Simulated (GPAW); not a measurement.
# Sb (R-3m) in GPAW: a series of runs, part 2 of 2

GPAW 26.7.0. The steps go on from the part before.

## (4) Relaxation of cell and atoms, PBEsol+D4

File run.py:

```python
from ase import Atoms
from ase.calculators.mixing import SumCalculator
from ase.filters import FrechetCellFilter
from ase.io import write
from ase.optimize import BFGS
from dftd4.ase import DFTD4
from gpaw import GPAW, PW, setup_paths

setup_paths.insert(0, '.')

atoms = Atoms(['Sb', 'Sb'],
              cell=[[2.1542, 1.2437279499, 3.758],
                    [-2.1542, 1.2437279499, 3.758],
                    [0.0, -2.4874558998, 3.758]],
              scaled_positions=[[0.76651, 0.76651, 0.76651],
                                [0.23349, 0.23349, 0.23349]],
              pbc=True)

calc = GPAW(mode=PW(600),
            xc='PBEsol',
            kpts={'size': (6, 6, 6), 'gamma': True},
            occupations={'name': 'fermi-dirac', 'width': 0.05},
            nbands=25,
            convergence={'density': 1e-05, 'forces': 0.0001},
            maxiter=150,
            txt='gpaw.txt')
atoms.calc = SumCalculator([calc, DFTD4(method='pbesol')])
opt = BFGS(FrechetCellFilter(atoms), trajectory='relax.traj', logfile='-')
done = opt.run(fmax=0.02, steps=60)
calc.write('gs.gpw')
write('result.traj', atoms)
print('Converged:', done)
print('Cell:', atoms.cell.cellpar().round(4))
print('Volume:', round(atoms.get_volume(), 4))
print(atoms.get_scaled_positions().round(5))
```

Potentials or basis: PAW data sets generated in the run's folder for this functional, pw.

Command:

```sh
> gpaw-setup -f PBEsol Sb
> OMP_NUM_THREADS=1 python run.py
```

gpaw.txt:

```text
__  _  _
 | _ |_)|_||  |
 |__||  | ||/\| - 26.7.0

Input parameters:
  mode=PW(ecut=600.0),
  convergence={'density': 1e-05, 'forces': 0.0001},
  kpts=MonkhorstPack(size=(6, 6, 6), gamma=True),
  maxiter=150,
  nbands=25,
  occupations=Occupations(name='fermi-dirac', width=0.05),
  xc=XC(name='PBEsol')

Diagonalizing LCAO Hamiltonian
Converting LCAO to pw mode

       Sb

       Sb

Atoms  # Å, Bohr magnetons
|   | symbol |         x |         y |        z |    initial magnetic moments |
|---|--------|-----------|-----------|----------|-----------------------------|
| 0 |     Sb |  0.000000 | -0.000000 | 8.641634 | ( 0.0000,  0.0000,  0.0000) |
| 1 |     Sb | -0.000000 | -0.000000 | 2.632366 | ( 0.0000,  0.0000,  0.0000) |

Unit cell  # Å
| periodic |         x |         y |        z |  lengths |    angles |
|----------|-----------|-----------|----------|----------|-----------|
|      yes |  2.154200 |  1.243728 | 3.758000 | 4.506662 | 57.110173 |
|      yes | -2.154200 |  1.243728 | 3.758000 | 4.506662 | 57.110173 |
|      yes |  0.000000 | -2.487456 | 3.758000 | 4.506662 | 57.110173 |

Number of symmetries: 12
Symmetry operations  # r_c * U_cc + t_c -> r_c
|    | kind |            matrix            |
|----|------|------------------------------|
|  0 |  E   |  1, 0, 0,  0, 1, 0,  0, 0, 1 |
|  1 |  σ   |  1, 0, 0,  0, 0, 1,  0, 1, 0 |
|  2 |  σ   |  0, 1, 0,  1, 0, 0,  0, 0, 1 |
|  3 |  C3  |  0, 1, 0,  0, 0, 1,  1, 0, 0 |
|  4 |  C3  |  0, 0, 1,  1, 0, 0,  0, 1, 0 |
|  5 |  σ   |  0, 0, 1,  0, 1, 0,  1, 0, 0 |
|  6 |  C2  |  0, 0,-1,  0,-1, 0, -1, 0, 0 |
|  7 |  S6  |  0, 0,-1, -1, 0, 0,  0,-1, 0 |
[... 174 lines left out ...]
Stress tensor  # eV/Ang^3
|         x |         y |         z |
|-----------|-----------|-----------|
|  0.000901 | -0.000000 | -0.000000 |
|  0.000000 |  0.000901 |  0.000000 |
| -0.000000 |  0.000000 |  0.002394 |

Forces  # eV/Ang
|        x |       y |        z |
|----------|---------|----------|
| -0.00000 | 0.00000 |  0.00128 |  # Sb   0
|  0.00000 | 0.00000 | -0.00128 |  # Sb   1

Interpolating wave functions to new cell

       Sb

       Sb

Atoms  # Å, Bohr magnetons
|   | symbol |         x |        y |        z |    initial magnetic moments |
|---|--------|-----------|----------|----------|-----------------------------|
| 0 |     Sb |  0.000000 | 0.000000 | 8.620215 | ( 0.0000,  0.0000,  0.0000) |
| 1 |     Sb | -0.000000 | 0.000000 | 2.625778 | ( 0.0000,  0.0000,  0.0000) |
[... 183 lines left out ...]
|         21 |        13.359 |     0.000 |
|         22 |        13.919 |     0.000 |
|        ... |               |           |
|         24 |        14.515 |     0.000 |

No gap
No difference between direct/indirect transitions

Stress tensor  # eV/Ang^3
|         x |         y |        z |
|-----------|-----------|----------|
| -0.001638 |  0.000000 | 0.000000 |
|  0.000000 | -0.001638 | 0.000000 |
|  0.000000 |  0.000000 | 0.000198 |

Forces  # eV/Ang
|       x |       y |        z |
|---------|---------|----------|
| 0.00000 | 0.00000 | -0.03513 |  # Sb   0
| 0.00000 | 0.00000 |  0.03513 |  # Sb   1

Interpolating wave functions to new cell

       Sb

       Sb

Atoms  # Å, Bohr magnetons
|   | symbol |         x |        y |        z |    initial magnetic moments |
|---|--------|-----------|----------|----------|-----------------------------|
| 0 |     Sb |  0.000000 | 0.000000 | 8.536131 | ( 0.0000,  0.0000,  0.0000) |
| 1 |     Sb | -0.000000 | 0.000000 | 2.602874 | ( 0.0000,  0.0000,  0.0000) |
[... 1709 lines left out ...]
Forces  # eV/Ang
|        x |        y |        z |
|----------|----------|----------|
|  0.00000 |  0.00000 |  0.00470 |  # Sb   0
| -0.00000 | -0.00000 | -0.00470 |  # Sb   1

# Writing to gs.gpw (mode='')
```

stdout:

```text
Step          Energy          fmax
BFGS:    0      -10.275453        0.348217
BFGS:    1      -10.279217        0.283603
BFGS:    2      -10.285450        0.148293
BFGS:    3      -10.286132        0.135929
BFGS:    4      -10.289406        0.048459
BFGS:    5      -10.289520        0.042807
BFGS:    6      -10.289678        0.051840
BFGS:    7      -10.289923        0.048716
BFGS:    8      -10.290141        0.027433
BFGS:    9      -10.290218        0.009726
Converged: True
Cell: [ 4.4096  4.4096  4.4096 58.0442 58.0442 58.0442]
Volume: 57.9109
[[0.76436 0.76436 0.76436]
 [0.23564 0.23564 0.23564]]
```

Run time: 4.4 min. Hardware: 1 thread of Arm Neoverse V1, shared host; peak memory 0.37 GiB.

What came out:

* Free energy: -10.2913 eV
* Relaxed volume: 28.96 Å³/atom
* Relaxed cell: a = 4.410 Å, b = 4.410 Å, c = 4.410 Å, α = 58.04°, β = 58.04°, γ = 58.04°
* Space group after relaxing (to 0.05 Å): R-3m (No. 166)
* Energy gained by relaxing: 7.4 meV/atom
* Ionic steps: 10
* Pressure after relaxing: 0.0 GPa
* Largest force after relaxing: 0.006 eV/Å
* Band gap on the k mesh: none (metal or under the smearing width)
* Dispersion energy per atom: -0.304 eV

Forces on the atoms (eV/Å):
```
Sb   0.000  0.000  0.006
Sb   0.000  0.000 -0.006
```

Step by step:
```tsv
step	energy change (eV)	largest force (eV/Å)	pressure (GPa)	volume (Å³)
1	0.0000	0.0034	-1.69	60.41
2	-0.0038	0.0330	-1.32	60.00
3	-0.0100	0.1501	0.05	58.52
4	-0.0107	0.1377	0.09	58.41
5	-0.0140	0.0031	0.13	57.80
6	-0.0141	0.0145	0.03	57.87
7	-0.0142	0.0244	-0.07	57.94
8	-0.0145	0.0288	-0.14	57.98
9	-0.0147	0.0199	-0.12	57.97
10	-0.0148	0.0064	-0.05	57.91
```

Final structure:
```
CELL_PARAMETERS angstrom
2.13932 1.23514 3.65275
-2.13932 1.23514 3.65275
0.00000 -2.47027 3.65275
ATOMIC_POSITIONS crystal
Sb 0.76436 0.76436 0.76436
Sb 0.23564 0.23564 0.23564
```

Caveat: later steps reuse the first step's grids; pairwise dispersion overbinds metals, which lowers pressure and volume.

## (5) Single point, PBE

File run.py:

```python
from ase.dft.bandgap import bandgap
from ase.io import read, write
from ase.units import GPa
from gpaw import GPAW, PW

atoms = read('POSCAR')

calc = GPAW(mode=PW(450),
            xc='PBE',
            kpts={'size': (6, 6, 6), 'gamma': True},
            occupations={'name': 'fermi-dirac', 'width': 0.05},
            nbands=25,
            maxiter=120,
            txt='gpaw.txt')
atoms.calc = calc
energy = atoms.get_potential_energy()
forces = atoms.get_forces()
stress = atoms.get_stress()
calc.write('gs.gpw')
write('result.traj', atoms)
print(f'Energy: {energy:.6f} eV')
print('Forces (eV/A):')
print(forces.round(4))
print('Stress (GPa):', (stress / GPa).round(3))
print('Fermi level:', round(calc.get_fermi_level(), 4), 'eV')
print(f'Gap: {bandgap(calc)[0]:.4f} eV, direct: {bandgap(calc, direct=True)[0]:.4f} eV')
```

File POSCAR:

```
Sb
1.0
    2.1542000000      1.2437279499      3.7580000000
   -2.1542000000      1.2437279499      3.7580000000
    0.0000000000     -2.4874558998      3.7580000000
Sb
2
Direct
    0.7665100000      0.7665100000      0.7665100000
    0.2334900000      0.2334900000      0.2334900000
```

Potentials or basis: GPAW PAW data sets (gpaw-data 1.2.1), pw.

Command:

```sh
> OMP_NUM_THREADS=1 python run.py
```

Run time: 22 s. Hardware: 1 thread of Arm Neoverse V1, shared host; peak memory 0.16 GiB.

It converged, with:

| Quantity | Value |
| --- | --- |
| Free energy | -8.7390 eV |
| Pressure | 0.9 GPa |
| Largest force | 0.056 eV/Å |
| Band gap on the k mesh | none (metal or under the smearing width) |

Forces on the atoms (eV/Å):
```
Sb   0.000  0.000 -0.056
Sb   0.000  0.000  0.056
```

Stress tensor (GPa, compression positive):
```
0.96 0.00 0.00
0.00 0.96 0.00
0.00 0.00 0.69
```

Levels at points of the mesh, in eV from the Fermi level:
| k point | band 12 | band 13 | band 14 | band 15 | band 16 | band 17 | band 18 | band 19 |
| --- | --- | --- | --- | --- | --- | --- | --- | --- |
| (0.00, 0.00, 0.00) | -4.85 | -2.12 | -1.85 | -1.85 | 2.03 | 2.65 | 2.65 | 5.10 |
| (0.50, 0.00, 0.00) | -9.67 | -1.99 | -1.87 | -0.34 | -0.24 | 0.14 | 0.45 | 7.58 |
| (0.50, 0.50, 0.00) | -8.02 | -5.48 | -3.80 | -3.71 | 1.50 | 4.89 | 5.47 | 6.88 |
| (0.50, 0.50, 0.50) | -9.02 | -1.36 | -1.36 | -0.51 | 0.08 | 0.08 | 1.07 | 6.99 |

Caveat: the cutoff is short for stress and forces, so pressures can be off by a GPa or more. Spin-orbit coupling is left out, which matters for the levels of Sb.

## (6) Summary

| task | level | potentials or basis | cell | cutoff (eV) | maxiter | optimizer | fmax | max steps | convergence | gap on the mesh (eV) | pressure (GPa) | relaxed volume (Å³/atom) | largest force (eV/Å) |
| --- | --- | --- | --- | --- | --- | --- | --- | --- | --- | --- | --- | --- | --- |
| relaxation of cell and atoms | PBEsol+D3(BJ) | PAW data sets generated in the run's folder for this functional, pw | relaxed | 600 | 150 | BFGS | 0.02 eV/Å | 60 | density=1e-05 forces=0.0001 | none | 0.0 | 28.35 | - |
| relaxation of cell and atoms | PBEsol+D3(BJ)+ATM | PAW data sets generated in the run's folder for this functional, pw | relaxed | 600 | 150 | BFGS | 0.02 eV/Å | 60 | density=1e-05 forces=0.0001 | none | 0.0 | 28.51 | - |
| relaxation of cell and atoms | PBEsol+D4 | PAW data sets generated in the run's folder for this functional, pw | relaxed | 600 | 150 | BFGS | 0.02 eV/Å | 60 | density=1e-05 forces=0.0001 | none | 0.0 | 28.96 | 0.01 |
| single point | PBE | GPAW PAW data sets (gpaw-data 1.2.1), pw | as given | 450 | 120 | - | - | - | default | none | 0.9 | - | 0.06 |

Alike in all rows: no spin polarisation; k mesh 6 × 6 × 6; smearing fermi-dirac 0.05 eV.

Caveats: later steps reuse the first step's grids (some runs); pairwise dispersion overbinds metals, which lowers pressure and volume (some runs); the cutoff is short for stress and forces, so pressures can be off by a GPa or more (some runs).

Absolute energies hang on the potentials; compare differences alone.
